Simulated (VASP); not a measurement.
# CdS (F-43m) under biaxial strain in the (001) plane, part 2 of 2

How do the elastic response and the band edges of CdS follow biaxial strain in the (001) plane?

VASP 6.6.1, plane waves and PAW; the level of theory is named at each step.

So far: Set-up; Relax the crystal, LDA; Strain along the normal, LDA; Band edges, TB-mBJ with spin-orbit coupling; Band edges, r2SCAN with spin-orbit coupling.

**5. Band edges, r2SCAN with spin-orbit coupling (continued)**

Level of this step: r2SCAN, spin-orbit coupling; plane waves and PAW (Cd, S); cell typed or built by script (VASP).

From OUTCAR (step 5):

```text
  Total        0.9645776      0.9645776      1.1092666      0.0000000      0.0000000     -0.0000000
  in kB       32.0075919     32.0075919     36.8088084      0.0000000      0.0000000     -0.0000000
  external PRESSURE =      33.6079974 kB  Pullay stress =       0.0000000 kB

 POSITION                                       TOTAL-FORCE (eV/Angst)
 -----------------------------------------------------------------------------------
      0.00000      0.00000      0.00000         0.000000      0.000000      0.000000
      1.46353      1.46353      1.40887        -0.000000     -0.000000      0.000000
 -----------------------------------------------------------------------------------
    total drift:                                0.000060      0.000060      0.000250

  FREE ENERGIE OF THE ION-ELECTRON SYSTEM (eV)
  ---------------------------------------------------
  free  energy   TOTEN  =      -402.6168165891 eV

  energy  without entropy=     -402.6168165891  energy(sigma->0) =     -402.61681659

[... 2 parts as in an earlier step ...]

[... 1 further part left out ...]
[key lines of the parts left out:]
E-fermi :   1.5828
```

Read from the output:

* energy(sigma→0) of the program: -402.6168 eV
* stress, compression positive: xx, yy, zz 3.20, 3.20, 3.68 GPa

The run ends at a pressure of 3.36 GPa.

**6. The whole series**

Runs beyond LDA use the data sets made with LDA; this shifts their levels slightly, and their total energies have another zero (at TB-mBJ, which has no energy functional, they mean nothing).

The other members went through these steps as far as the tables show, with the same cutoff and, step by step, the same mesh; 41 runs are not shown. The session took 7.6 core hours (wall time by ranks) on a shared machine.

```csv
in-plane strain (%),strain along the normal (%),"in-plane stress, tension positive (GPa)",energy above the unstrained row (meV/atom),"gap on the mesh, LDA (eV)"
-2.000,2.962,-1.067,3.451,0.929
-1.500,2.234,-0.789,1.963,0.939
-1.000,1.500,-0.519,0.907,0.948
-0.500,0.759,-0.257,0.246,0.956
0,0.000,-0.007,0.000,0.965
0.500,-0.750,0.246,0.118,0.934
1.000,-1.517,0.490,0.613,0.904
1.500,-2.291,0.726,1.461,0.876
2.000,-3.075,0.955,2.650,0.849
```

Slopes at zero strain, from cubics through all rows: strain ratio -1.508, stress over strain 50 GPa. For a cubic crystal strained in (001) the ratio is −2C₁₂/C₁₁.

Band edges at TB-mBJ with spin-orbit coupling, counted from the valence-band top at Γ, spin-orbit pairs averaged, with one row partly withheld:

```csv
in-plane strain (%),gap (eV),conduction band at Γ (eV),Δ or X valley along z (eV),Δ or X valley along x (eV),"lowest conduction level at L, [111] (eV)","lowest conduction level at L, [-111] (eV)",second valence level below the top (eV),third valence level below the top (eV)
-2.000,2.650,2.650,4.768,4.571,4.311,4.311,0.013,0.164
-1.500,?,?,4.750,4.604,4.331,4.331,0.013,0.123
-1.000,2.669,2.669,4.733,4.637,4.348,4.348,0.013,0.085
-0.500,2.677,2.677,4.717,4.670,4.362,4.362,0.012,0.049
0,2.685,2.685,4.703,4.703,4.373,4.373,0.000,0.025
0.500,2.663,2.663,4.661,4.707,4.351,4.351,0.029,0.050
1.000,2.638,2.638,4.618,4.708,4.324,4.324,0.061,0.081
1.500,2.611,2.611,4.574,4.707,4.294,4.294,0.091,0.112
2.000,2.586,2.586,4.533,4.708,4.263,4.263,0.121,0.142
```

Conduction masses, in electron masses:

```csv
in-plane strain (%),"conduction mass at Γ, along the strain axis or the normal of the plane","conduction mass at Γ, across the strain axis or in the plane"
-2.000,0.243,0.246
-1.500,0.242,0.243
-1.000,0.246,0.247
-0.500,0.241,0.243
0,0.246,0.246
0.500,0.242,0.242
1.000,0.248,0.247
1.500,0.247,0.244
2.000,0.248,0.244
```

Band edges at r2SCAN with spin-orbit coupling, counted from the valence-band top at Γ, spin-orbit pairs averaged:

```csv
in-plane strain (%),gap (eV),conduction band at Γ (eV),Δ or X valley along z (eV),Δ or X valley along x (eV),"lowest conduction level at L, [111] (eV)","lowest conduction level at L, [-111] (eV)",second valence level below the top (eV),third valence level below the top (eV)
-2.000,1.625,1.625,3.853,3.633,3.445,3.445,0.019,0.184
-1.500,1.634,1.634,3.830,3.667,3.466,3.466,0.019,0.140
-1.000,1.642,1.642,3.808,3.701,3.484,3.484,0.018,0.098
-0.500,1.650,1.650,3.788,3.735,3.499,3.499,0.015,0.060
0,1.657,1.657,3.769,3.769,3.510,3.510,0.000,0.036
0.500,1.633,1.633,3.722,3.773,3.486,3.486,0.031,0.061
1.000,1.605,1.606,3.672,3.773,3.457,3.457,0.065,0.094
1.500,1.578,1.578,3.624,3.775,3.424,3.424,0.099,0.128
2.000,1.552,1.552,3.579,3.778,3.390,3.390,0.131,0.161
```

Conduction masses, in electron masses:

```csv
in-plane strain (%),"conduction mass at Γ, along the strain axis or the normal of the plane","conduction mass at Γ, across the strain axis or in the plane"
-2.000,0.161,0.157
-1.500,0.159,0.156
-1.000,0.159,0.157
-0.500,0.157,0.156
0,0.157,0.157
0.500,0.157,0.157
1.000,0.155,0.157
1.500,0.154,0.157
2.000,0.153,0.157
```

**7. Working out the slope**

The quantity to fit is the conduction level at Γ above the mean of the three top valence levels at TB-mBJ with spin-orbit coupling: 2.709, 2.701, 2.697, 2.693, 2.689, 2.685, 2.679, 2.673 eV in the rows shown.

Fitting a parabola to the 8 known rows (e: strain in %) gives E = − 5.42e-4 e² − 0.008684 e + 2.693 in eV; the residuals are 5.7e-4 eV r.m.s.

For the withheld row, e = -1.5, the fit gives 2.7052 eV.

**8. Prediction against calculation**

The calculation gives 2.7053 eV, so the prediction is 0.0001 eV too low.

**9. What came out**

```yaml
ratio_of_normal_to_in_plane_strain: -1.508
biaxial_modulus: 50 GPa
gap_of_the_unstrained_cell_tb_mbj_with_spin_orbit_coupling: 2.68 eV
gap_of_the_unstrained_cell_r2scan_with_spin_orbit_coupling: 1.66 eV
slope_at_zero_strain_of_the_conduction_level_at_gamma_above_the_mean_of_the_three_top_valence_levels_tb_mbj_with_spin_orbit_coupling: -9 meV per %
error_of_the_predicted_row: -0.1 meV
```

**Reading.** As a check, the curvature of the energy gives 51 GPa for the same modulus (energy per volume = M × strain²), 1 % from the slope of the stress. At TB-mBJ with spin-orbit coupling the lowest conduction valley is Γ throughout, and the gap runs between 2.59 and 2.68 eV. At r2SCAN with spin-orbit coupling the lowest conduction valley is Γ throughout, and the gap runs between 1.55 and 1.66 eV. Hole masses are left out throughout, since the top bands are degenerate or cross in many series; of conduction masses, those of the Γ, L and (for Si and Ge under (001) strain) Δ valleys are kept where they change by under an eighth between rows. TB-mBJ is a potential fitted for gaps; it has no energy functional, so its total energies and forces mean nothing, and its bands tend to come out too narrow. r2SCAN opens gaps somewhat over GGA but leaves them below measured values as a rule. Δ or X levels are the lowest on their line, refined by a parabola unless they lie at X; the gap is read from all points sampled and can differ from the lowest valley by some meV, or by tens of meV where strain moves the valence top off Γ. Temperature, zero-point motion and excitons are left out.

[Lines on the potential files, build, host, timing and source positions are cut from VASP's logs without a mark.]

[Logs are printed without paths, hosts, clocks, repeated set-up lines and the standing remarks that a program may print on its own settings, such as how far it seeks lower states.]

[Hosts, paths, dates, database ids (printed as entryN), source tags and the programs' standing remarks are cut or masked in the printed files.]

[In band tables of VASP the shares of atoms and orbitals are scaled to a sum of 1 inside the atoms' spheres.]
